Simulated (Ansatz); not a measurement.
Runs of Ansatz 0.2.0 on HfN. Symmetry: Fm-3m, No. 225, cubic system. The conventional cell has a = 4.512 Å, b = 4.512 Å, c = 4.512 Å, α = 90.00°, β = 90.00°, γ = 90.00°. Around Hf (site symmetry m-3m) lie 6 N at 2.26 Å. N (site symmetry m-3m) is surrounded by 6 Hf at 2.26 Å. 

| level | U | hubbard projectors | double counting | gap on the mesh (eV) | pressure (GPa) |
| --- | --- | --- | --- | --- | --- |
| r2SCAN | - | - | - | none | (b) |
| r2SCAN+U | Hf d U = 2 eV | ortho-atomic (the default) | fll (the default) | none | 5.4 |
| r2SCAN+U | Hf d U = 1 eV | ortho-atomic (the default) | fll (the default) | none | 4.0 |
| r2SCAN+U | Hf d U = 5 eV | ortho-atomic (the default) | fll (the default) | none | 10.2 |
| r2SCAN+U | Hf d U = 6 eV | ortho-atomic (the default) | fll (the default) | none | (a) |

Alike in all rows: task band structure; potentials or basis Ansatz PAW; no spin polarisation; cell as given; k mesh 10 × 10 × 10; cutoff (eV) 500; smearing fermi-dirac 0.05 eV.

Fill in the values left out.

(a) 11.9; (b) 2.6.

Caveats: spin-orbit coupling is left out, which moves the levels of the heavy elements; the PAW data sets come from PBE, with cores solved anew for the run's functional, which leaves a small shift of forces and pressure; U without spin polarisation on a metal has little footing (some runs).

A k mesh can miss the band edges, and the runs leave out spin-orbit coupling on Hf.

A gap of «none» marks a metal or a gap under the smearing width.
